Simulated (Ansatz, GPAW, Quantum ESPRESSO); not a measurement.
## One calculation of MoS2, 3 ways

```xyz
3
Lattice="3.2275 0.0000 0.0000 -1.6137 2.7951 0.0000 0.0000 0.0000 6.3125" Properties=species:S:1:pos:R:3 pbc="T T T"
Mo    0.0000    0.0000    3.1562
S     1.6137    0.9317    4.7008
S     0.0000    1.8634    1.6117
```

Measurements of this composition are mostly on another form, of space group No. 194.

Alike in all runs: task band structure; functional PBEsol; k mesh 9 × 9 × 4; occupations fermi-dirac, width 0.05 eV; no spin polarisation; no spin-orbit coupling. Pressure is positive in compression and, in plane waves, holds the error of the finite cutoff, which Ansatz's Pulay term estimates and takes out.

```tsv
program and potentials	plane-wave cutoff (eV)	notes	pressure (GPa)
Ansatz, Ansatz PAW	420	potentials made for PBE, which Ansatz adapts in part	?
GPAW, PAW data sets generated for this functional	600	-	-3.53
Quantum ESPRESSO, PseudoDojo 0.4.1 SR PBEsol standard	1088	-	-3.39
```

Problem. Estimate from the other rows what the run with Ansatz, Ansatz PAW gave.

Solution. Pressure -3.45 GPa. The other rows, which needn't bracket it: pressure -3.53 to -3.39.
